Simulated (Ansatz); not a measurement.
Runs of Ansatz 0.2.0 on Tc. It takes space group Fm-3m (No. 225, cubic). The conventional cell has a = 3.900 Å, b = 3.900 Å, c = 3.900 Å, α = 90.00°, β = 90.00°, γ = 90.00°. Tc (site symmetry m-3m) has 12 Tc at 2.76 Å as nearest neighbours. This isn't the form of Tc at room conditions, which is hcp.

```tsv
level	cell	target pressure (GPa)	gap on the mesh (eV)	pressure (GPa)	relaxed volume (Å³/atom)
r2SCAN	relaxed to 20 GPa	20	none	20.0	-
r2SCAN	relaxed to 10 GPa	10	none	10.0	-
r2SCAN	relaxed to 5 GPa	5	none	5.0	-
r2SCAN	relaxed	0	none	0.0	14.28
r2SCAN+rVV10	relaxed	-	none	0.0	14.18
r2SCAN	relaxed	-	none	0.0	14.28
r2SCAN	relaxed to 30 GPa	30	none	30.0	-
r2SCAN	relaxed to 2 GPa	2	none	2.0	-
r2SCAN+D3(BJ)-ATM	relaxed	-	none	0.0	14.20
r2SCAN+D4	relaxed	-	none	0.0	14.19
r2SCAN+D3(BJ)	relaxed	-	none	0.0	(a)
```

Alike in all rows: task relaxation of cell and atoms; potentials or basis Ansatz PAW earlier set; no spin polarisation; k mesh 12 × 12 × 12; cutoff (eV) 500; smearing fermi-dirac 0.05 eV.

Q: Fill in the values left out.

A: (a) 14.13.

Caveats: the plane-wave basis is chosen anew once the cell has moved, so the energies of steps on either side of that aren't comparable; the PAW data sets come from PBE, with cores solved anew for the run's functional, which leaves a small shift of forces and pressure; pairwise dispersion overbinds metals, which lowers pressure and volume (some runs); the dispersion damping was fitted for another functional or another form of the correction (some runs).

A k mesh can miss the band edges, and the runs leave out spin-orbit coupling on Tc.

A gap of «none» marks a metal or a gap under the smearing width.
